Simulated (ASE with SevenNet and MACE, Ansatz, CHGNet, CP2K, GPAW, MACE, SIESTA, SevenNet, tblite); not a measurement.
# Machine-learned potentials runs on 1T-ZrSe2/h-AlN heterobilayer (77 atoms)

How do the settings of machine-learned potentials change the result for 1T-ZrSe2/h-AlN heterobilayer (77 atoms)? A plane-wave run serves as the yardstick.

Main program and level: ASE with SevenNet and MACE; the method is named at each step.

### 1. Starting point

The cell holds 77 atoms: 13 Zr, 26 Se, 19 Al and 19 N. Cell: a = 13.618 Å, b = 13.618 Å, c = 22.410 Å, α = 90.0°, β = 90.0°, γ = 120.0°. 13 cells of 1T-ZrSe2 (a = 3.77 Å, strained +0.19 %) and 19 cells of h-AlN (a = 3.13 Å, -0.19 %) on one hexagonal cell, twist 9.52 deg; facing planes 3.23 Å apart; 16 Å of vacuum; displaced by a Gaussian of 0.01 Å. Then every atom was moved at random, 0.05 Å r.m.s. a Cartesian component. Regions: layer 1, 39 atoms (13 Zr and 26 Se); layer 2, 38 atoms (19 Al and 19 N). Vacuum lies along c.

The yardstick, on the same geometry:

```
method                                           : Kohn-Sham DFT, PBE, PAW, plane waves (Ansatz 0.2.0); cutoff 420 eV, Γ point, fermi-dirac smearing of 0.05 eV; PAW set soft_2
r.m.s. force component                           : 1.339 eV/Å
longest force                                    : 7.158 eV/Å
gap (highest filled to lowest empty level) : 0.5804 eV
SCF cycles                                       : 12
time                                             : 66 s on 4 threads of Arm Neoverse V1, shared host
CPU time                                         : 4.3 min
```

### 2. SevenNet l3i5 potential

Method: machine-learned interatomic potential SevenNet l3i5, trained on PBE(+U) plane-wave data.

File run.py:

```python
import numpy as np
from ase.io import read
import mlip  # loads the published weights by name

atoms = read("structure.xyz")
atoms.calc = mlip.calc("7net-l3i5")
energy = atoms.get_potential_energy()
forces = atoms.get_forces()
print(f"energy {energy:.6f} eV")
print("forces (eV/A)")
for i, (a, f) in enumerate(zip(atoms, forces)):
    print(f"{i:4d} {a.symbol:2s} {f[0]:10.5f} {f[1]:10.5f} {f[2]:10.5f}")
```

File structure.xyz:

```xyz
77
Lattice="13.61810 0.00000 0.00000 -6.80905 11.79362 0.00000 0.00000 0.00000 22.41000" Properties=species:S:1:pos:R:3 pbc="T T T"
Zr -4.21814 9.18239 9.58677
Se -2.67909 10.59279 11.15413
Se -2.13716 8.46275 7.93717
Zr -1.53857 6.33317 9.63294
Se -0.01661 7.82460 11.14853
Se 0.51510 5.71318 8.05281
Zr -0.51973 9.99427 9.57288
Se 1.10259 11.40761 11.12813
Se 1.61797 9.37829 8.02121
Zr 6.79005 11.74609 9.64280
Se 1.56499 1.53600 11.11738
Se -4.74958 11.17493 7.87577
Zr 1.16217 3.63975 9.62016
Se 2.54767 5.15829 11.15973
Se 3.04712 3.02400 7.94793
Zr 2.03509 7.15071 9.62330
Se 3.71951 8.76903 11.17654
Se 4.24013 6.63934 8.02278
Zr 3.13822 10.90591 9.64190
Se 11.56953 0.55359 11.21240
Se 5.24998 10.21434 8.04721
Zr 3.67369 0.92096 9.57691
Se 5.22506 2.49777 11.18438
Se 5.80090 0.31607 8.00530
Zr 4.74659 4.43204 9.60941
Se 6.32942 6.05107 11.24422
Se 6.79707 3.89402 7.99006
Zr 5.74289 8.14727 9.59753
Se 7.29488 9.71877 11.20433
Se 7.79003 7.48576 8.07007
Zr 7.29447 1.72694 9.56817
Se 8.86375 3.30717 11.25565
Se 9.44456 1.23503 8.01987
Zr 8.42000 5.45750 9.63115
Se -3.68635 6.98548 11.24623
Se 10.48995 4.81050 8.05079
Zr 11.03693 2.71159 9.52806
Se -1.00175 4.22259 11.13575
Se -0.47622 2.18866 8.07993
Al 4.36167 9.21306 14.46140
N 5.05626 7.61278 14.40672
Al 6.51197 4.24393 14.43495
N 7.27969 2.70923 14.41859
Al 6.89641 7.29943 14.38789
N 7.58065 5.85247 14.45647
Al 7.17259 10.49738 14.39462
N 7.88522 8.88496 14.32514
Al 1.87977 11.18943 14.35248
N 2.52772 9.47771 14.39887
Al 9.01559 2.46227 14.39574
N 9.81375 0.91448 14.43271
Al 9.30940 5.57331 14.32671
N 10.11893 3.95063 14.42823
Al -3.89702 8.63423 14.41254
N -3.15021 6.91212 14.48403
Al 11.50872 0.61858 14.39372
[... 17 atom lines left out ...]
Al 3.99358 6.25097 14.41142
N 4.74237 4.48158 14.44235
Al 6.06863 1.20389 14.48538
N 0.02921 11.33308 14.41971
```

On the command line:

```console
> OMP_NUM_THREADS=1 python run.py > output.txt
```

Log:

```text
energy -511.271942 eV
forces (eV/A)
   0 Zr   -0.02557   -0.48741   -0.58791
   1 Se    0.41319    0.17634    0.26115
   2 Se    0.10794    0.00649    0.58328
   3 Zr   -0.65917    0.18030   -0.35592
   4 Se    0.02819    0.42602    0.67242
   5 Se   -0.06405    0.25045   -0.69222
   6 Zr   -0.16789   -0.52485   -0.62175
   7 Se   -0.56185    0.34405    0.97352
   8 Se   -0.22756   -0.10345    0.04865
   9 Zr    0.09889    0.13831   -0.81504
  10 Se    0.27377   -0.31791    0.56870
  11 Se    0.12536    0.09195    0.65547
  12 Zr   -0.60513   -0.22728   -0.34852
  13 Se    0.85337   -0.10528    1.05316
  14 Se    0.75609   -0.07772   -0.07799
  15 Zr    0.64795    0.87384   -0.70572
  16 Se   -0.45208   -0.19031    0.21165
  17 Se   -0.39835   -0.16307    0.07691
  18 Zr    0.54105   -0.39437   -0.72334
  19 Se   -0.24645    0.43637    0.09602
  20 Se   -0.04975    0.46378   -0.36848
  21 Zr   -0.30236   -0.04303   -0.41438
  22 Se    0.08431   -0.81555    0.33520
  23 Se   -0.38291   -0.22078   -0.42604
[...]
69 Al   -0.24009   -0.05846   -0.87378
  70 N    -0.53133    1.24323    0.67598
  71 Al   -0.04126    0.57884   -0.39626
  72 N    -5.71254    0.03860    0.42863
  73 Al    0.18432   -3.01242   -0.18169
  74 N    -1.19714    1.02852    0.26915
  75 Al    6.02238    0.26037   -0.20503
  76 N     1.09746    1.46056    0.48065
```

It took 13 s on 1 thread of Arm Neoverse V1, shared host; peak memory 1 GiB.

Banners, paths, timers and routine set-up lines are dropped from the logs unmarked, and long logs keep their key lines alone; longer cuts are marked.

Against the reference:

| Item | Value |
| --- | --- |
| r.m.s. force component | 1.37 eV/Å |
| r.m.s. difference of force components | 139 meV/Å |
| longest difference of force vectors | 451.9 meV/Å |
| force difference over r.m.s. force | 10.38 % |
| slope of forces against the reference's | 1.018 |
| correlation of force components | 0.995 |

Length of the force difference by element (eV/Å):

```
element  atoms  mean  most
     Al     19  0.28  0.39
      N     19  0.29  0.39
     Se     26  0.11  0.23
     Zr     13  0.24  0.45
```

The surroundings of Zr10, picked at random, nearest first, numbered as they follow in the input and with coordinates relative to it.

```csv
atom,x,y,z,distance (Å),bonds,Fx,Fy,Fz (eV/Å)
Zr10,0.00,0.00,0.00,0.00,6,0.10,0.14,-0.82
Se29,0.50,-2.03,1.56,2.61,3,0.32,-0.17,0.16
Se20,-2.03,0.60,1.57,2.64,3,-0.25,0.44,0.10
Se11,1.58,1.58,1.47,2.68,3,0.27,-0.32,0.57
Se21,-1.54,-1.53,-1.60,2.70,3,-0.05,0.46,-0.37
Se39,-0.46,2.24,-1.56,2.77,3,-0.20,-0.51,-0.54
Se12,2.08,-0.57,-1.77,2.79,3,0.13,0.09,0.66
Zr1,2.61,-2.56,-0.06,3.66,6,-0.03,-0.49,-0.59
Zr19,-3.65,-0.84,0.00,3.75,6,0.54,-0.39,-0.72
Zr28,-1.05,-3.60,-0.05,3.75,6,-0.04,-0.34,0.16
Zr37,-2.56,2.76,-0.11,3.77,6,-0.26,-0.01,0.72
Zr22,3.69,0.97,-0.07,3.82,6,-0.30,-0.04,-0.41
Zr13,1.18,3.69,-0.02,3.87,6,-0.61,-0.23,-0.35
```

Atoms are counted from 1 here, from 0 in the log.

Forces lie 10 % from the reference's, at 0.045 times its CPU time (on 1 against 4 cores).

### 3. MACE MPA-0 medium potential

Method: machine-learned interatomic potential MACE MPA-0 medium, trained on PBE(+U) plane-wave data.

Edit run.py of step 2 so:

```diff
@@ -5,3 +5,3 @@
 atoms = read("structure.xyz")
-atoms.calc = mlip.calc("7net-l3i5")
+atoms.calc = mlip.calc("mace-mpa-0-medium")
 energy = atoms.get_potential_energy()
```

structure.xyz is that of step 2.

Log:

```text
energy -511.756752 eV
forces (eV/A)
   0 Zr   -0.03156   -0.72637   -0.24630
   1 Se    0.41072    0.22903    0.35499
   2 Se    0.10385   -0.00009    0.38508
   3 Zr   -0.65306    0.18770    0.01587
   4 Se    0.04629    0.38159    0.68900
   5 Se   -0.10571    0.16890   -0.77611
   6 Zr   -0.16261   -0.52338   -0.21272
   7 Se   -0.54191    0.34209    0.93425
   8 Se   -0.20211   -0.13712   -0.12488
   9 Zr    0.05913    0.31883   -0.50762
  10 Se    0.30464   -0.35917    0.63762
  11 Se    0.10530    0.18000    0.47495
  12 Zr   -0.87922   -0.28076   -0.07058
  13 Se    0.87676   -0.14071    1.02457
  14 Se    0.76571   -0.13430   -0.24077
  15 Zr    0.76712    1.06616   -0.39017
  16 Se   -0.45290   -0.14846    0.31264
  17 Se   -0.37094   -0.18115   -0.05541
  18 Zr    0.53046   -0.44204   -0.38063
  19 Se   -0.22298    0.40740    0.11040
  20 Se   -0.06145    0.43999   -0.47952
  21 Zr   -0.32120   -0.06622   -0.10335
  22 Se    0.13978   -0.89644    0.43396
  23 Se   -0.39849   -0.23983   -0.55485
[...]
69 Al   -0.40450   -0.09178   -0.79330
  70 N    -0.47200    1.11828    0.48887
  71 Al   -0.10683    0.52688   -0.27479
  72 N    -5.49616   -0.00580    0.15653
  73 Al    0.23566   -2.81993   -0.15103
  74 N    -1.22444    0.99044    0.13906
  75 Al    6.01804    0.33048   -0.20147
  76 N     0.85760    1.33388    0.35620
```

The job ended after 10 s (1 thread; peak memory 0.8 GiB).

Compared with the plane-wave run:

| Item | Value |
| --- | --- |
| r.m.s. force component | 1.323 eV/Å |
| r.m.s. difference of force components | 146.2 meV/Å |
| longest difference of force vectors | 515 meV/Å |
| force difference over r.m.s. force | 10.91 % |
| slope of forces against the reference's | 0.9819 |
| correlation of force components | 0.994 |

Against the first run (10 %), the force difference from the reference is 11 %, at 0.87 times the CPU time.

### 4. All runs compared

Differences are against the plane-wave reference, forces as r.m.s. over components; share is that over the reference's r.m.s. force, slope the least-squares factor from reference forces to these. Total energies of different programs have different zeros and aren't compared.

```
                        run  Δ force, r.m.s. (meV/Å)  share (%)  slope  cores  CPU time  memory (GiB)
                  reference                        -          -      -      4   4.3 min           4.5
    SevenNet l3i5 potential                      139       10.4  1.018      1      12 s             1
MACE MPA-0 medium potential                      146       10.9  0.982      1      10 s           0.8
```

Times of the machine-learned potentials are mostly Python's start and the loading of weights.

CPU time is summed over cores on a shared host, where runs went side by side, so it is rough. Symmetry, cutoffs, thresholds, outputs and thread counts weren't matched or tuned between programs; memory under MPI is the largest rank's times the ranks.

### 5. Results

| Item | Value |
| --- | --- |
| nearest in forces | SevenNet l3i5 potential, 10 % |
| its CPU time | 12 s |

Machine-learned potentials differ by 10 % (SevenNet l3i5 potential) to 11 % (MACE MPA-0 medium potential); they were trained on other programs' data. Machine-learned potentials mimic data converged in k, so the reference's own k-point error enters their differences. The reference's PBE has no dispersion term, which matters for the binding between molecules or layers. The electronic-structure runs sample only Γ, in a cell whose shortest periodic width is 12 Å.

[Also dropped from logs without a mark: logging warnings of Python, and SIESTA's first energy breakdown and zero terms.]

[Logs are printed without paths, hosts, clocks, repeated set-up lines and the standing remarks that a program may print on its own settings, such as how far it seeks lower states.]

[Hosts, paths, dates, database ids (printed as entryN), source tags and the programs' standing remarks are cut or masked in the printed files.]
